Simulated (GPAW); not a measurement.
BaTiO3 (Barioperovskite): single point with PBEsol

Crystal: BaTiO3 (Barioperovskite).

```
Ba Ti O
1.0
     3.98550    0.00000    0.00000
     0.00000    2.83690    2.84515
     0.00000   -2.83690    2.84515
Ba Ti O
1 1 3
Cartesian
  0.0021 -0.0176 0.0169
  2.0084 -0.0190 2.9397
  1.9943 1.3448 4.2117
  2.0598 -1.4399 4.3012
  0.0209 -0.0364 2.8232
```

The cell isn't the ideal one: atoms moved at random, drawn with an rms of 0.05 Å.

| Item | Value |
| --- | --- |
| Program | GPAW 26.7.0 |
| Task | single point |
| Functional | PBEsol |
| Potentials or basis | PAW data sets generated in the run's folder for this functional |
| Cutoff | 800 eV |
| Basis | pw |
| k mesh | 7 × 7 × 7 |
| Occupations | fermi-dirac, width 0.05 eV |
| Spin | no spin polarisation |
| Ranks | 4 |
| Maxiter | 150 |

```json
{
  "Pressure": "-1.8 GPa",
  "Largest force": "0.620 eV/Å",
  "Band gap on the k mesh": "1.94 eV, indirect (least direct gap 2.11 eV)"
}
```

Forces in eV/Å, atoms in the order of the input:
```
Ba   0.113 -0.096  0.173
Ti  -0.038  0.173  0.041
O    0.060  0.083  0.316
O   -0.253  0.067 -0.563
O    0.118 -0.227  0.033
```

Stress tensor (GPa, compression positive):
```
-1.89  0.04 -0.03
 0.04 -1.66  1.23
-0.03  1.23 -1.86
```

Levels at points of the mesh, in eV from the valence-band top:
```tsv
k point	band 17	band 18	band 19	band 20	band 21	band 22	band 23	band 24
(0.00, 0.00, 0.00)	-1.05	-0.27	-0.25	-0.18	1.94	2.10	2.16	4.17
```

Run time: 93 s on 4 MPI ranks on Arm Neoverse V2 (shared host), peak memory 0.32 GiB a rank.

Caveat: spin-orbit coupling is left out, which moves the levels of the heavy elements; an odd mesh through Γ misses points on the zone boundary, where band edges often lie.
